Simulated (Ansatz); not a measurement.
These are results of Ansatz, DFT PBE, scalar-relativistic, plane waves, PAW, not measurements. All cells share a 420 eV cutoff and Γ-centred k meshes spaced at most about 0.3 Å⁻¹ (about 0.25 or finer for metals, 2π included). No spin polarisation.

Temperature and zero-point effects are left out.

Two forms of Be7Te were relaxed alike.

A.

Space group P3 (No. 143). a = 3.843 Å, b = 3.843 Å, c = 7.222 Å, α = 90.00°, β = 90.00°, γ = 120.00°
```
atom  site  symmetry       x       y       z
  Be    3d         1  0.3326  0.3341  0.2592
  Be    1b       3..  0.3333  0.6667  0.5177
  Be    3d         1  0.9983  0.3330  0.0064
  Te    1a       3..  0.0000  0.0000  0.6646
```

B.

Space group P-3 (No. 147). a = 3.883 Å, b = 3.883 Å, c = 14.252 Å, α = 90.00°, β = 90.00°, γ = 120.00°
| atom | site | symmetry | x | y | z |
| --- | --- | --- | --- | --- | --- |
| Be | 6g | 1 | 0.0045 | 0.3390 | 0.1901 |
| Be | 2d | 3.. | 0.3333 | 0.6667 | 0.3230 |
| Be | 6g | 1 | 0.3337 | 0.0005 | 0.9371 |
| Te | 2c | 3.. | 0.0000 | 0.0000 | 0.6099 |

Question: Which form is favoured at zero pressure, and by what margin per atom?

Answer: B is lower, by 134 meV/atom. A has space group P3 (No. 143), 11.5 Å³/atom and no gap on its mesh; B has space group P-3 (No. 147), 11.6 Å³/atom and no gap. Counting Be atoms around Te (those within 1.25 times the shortest such distance or 1.15 times the sum of covalent radii; a plus sign parts nearer from farther groups), A has Te 3+3 and B has Te 3. Even the lower one lies +0.06 eV/atom against the reference forms of the elements (uncorrected), so neither is stable at this level. Both come from invented guesses.

These runs have no spin–orbit coupling, which can matter for Te. Cells relaxed within their symmetry can be saddle points.

B's advantage of 134 meV/atom probably comes from how the excess beryllium is arranged. Both cells stack close-packed Be sheets with mixed Be-Te layers, but B gathers the sheets into slabs four layers thick, against two in A, and so keeps more of the bonding of elemental Be. Its Te atoms bond to Be on one side only and face each other across a gap, where the Te–Te contact is too long for a normal single bond. In A, Te also reaches the next Be slab, but the outer three of its 3+3 neighbours are distant and evidently make up little of the difference. The absence of a gap fits the composition: Te can take up the valence electrons of only about one Be, leaving the rest in Be–Be metallic states.

B's preference for separate Be-rich and Te-rich regions suggests a tendency to demix. Since zinc-blende BeTe is a well-known stable compound, the relevant competitor is BeTe plus Be metal, against which B should be less favourable than the +0.06 eV/atom relative to the elements implies.
